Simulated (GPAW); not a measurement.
Here is a GPAW 26.7.0 calculation.

File run.py:

```python
from ase.dft.bandgap import bandgap
from ase.io import read, write
from ase.units import GPa
from gpaw import GPAW, PW, setup_paths

setup_paths.insert(0, '.')

atoms = read('POSCAR')

calc = GPAW(mode=PW(500),
            xc='LDA',
            kpts={'size': (6, 6, 6), 'gamma': True},
            occupations={'name': 'fermi-dirac', 'width': 0.05},
            nbands=18,
            convergence={'density': 1e-05, 'energy': 1e-05},
            maxiter=80,
            txt='gpaw.txt')
atoms.calc = calc
energy = atoms.get_potential_energy()
forces = atoms.get_forces()
stress = atoms.get_stress()
calc.write('gs.gpw')
write('result.traj', atoms)
print(f'Energy: {energy:.6f} eV')
print('Forces (eV/A):')
print(forces.round(4))
print('Stress (GPa):', (stress / GPa).round(3))
print('Fermi level:', round(calc.get_fermi_level(), 4), 'eV')
print(f'Gap: {bandgap(calc)[0]:.4f} eV, direct: {bandgap(calc, direct=True)[0]:.4f} eV')
```

Contents of POSCAR:

```
GaSb
1.0
    0.0000000000      3.0590000000      3.0590000000
    3.0590000000      0.0000000000      3.0590000000
    3.0590000000      3.0590000000      0.0000000000
Sb Ga
1 1
Direct
    0.7500000000      0.7500000000      0.7500000000
    0.0000000000      0.0000000000      0.0000000000
```

Potentials or basis: PAW data sets generated in the run's folder for this functional, pw.

The run is started by

```bash
$ gpaw-setup -f LDA Ga Sb
$ OMP_NUM_THREADS=1 python run.py
```

(1) Estimate the band gap on the k mesh.

(2) Predict the pressure.

Results:

(1) none (metal or under the smearing width).

(2) -2.0 GPa.

Caveat: the cutoff is short for stress and forces, so pressures can be off by a GPa or more; this crystal is a semiconductor, whose small gap the functional closes, so the metal is an error of the method.

**The experiment to reproduce.**

From a printed reference work, data compilation, for a bulk crystal of GaSb at 4.2 K: band gap 0.811 eV (direct).

Measured gap of GaSb: 0.811 eV (direct; 4.2 K; a printed reference work, data compilation). This calculation gives 0.00 eV (-0.81 eV). Spin-orbit coupling on Ga, Sb is left out. The value is that of LDA on a finite k mesh, which can miss the band edges, without temperature or zero-point motion. Semilocal functionals fall short of measured gaps as a rule.
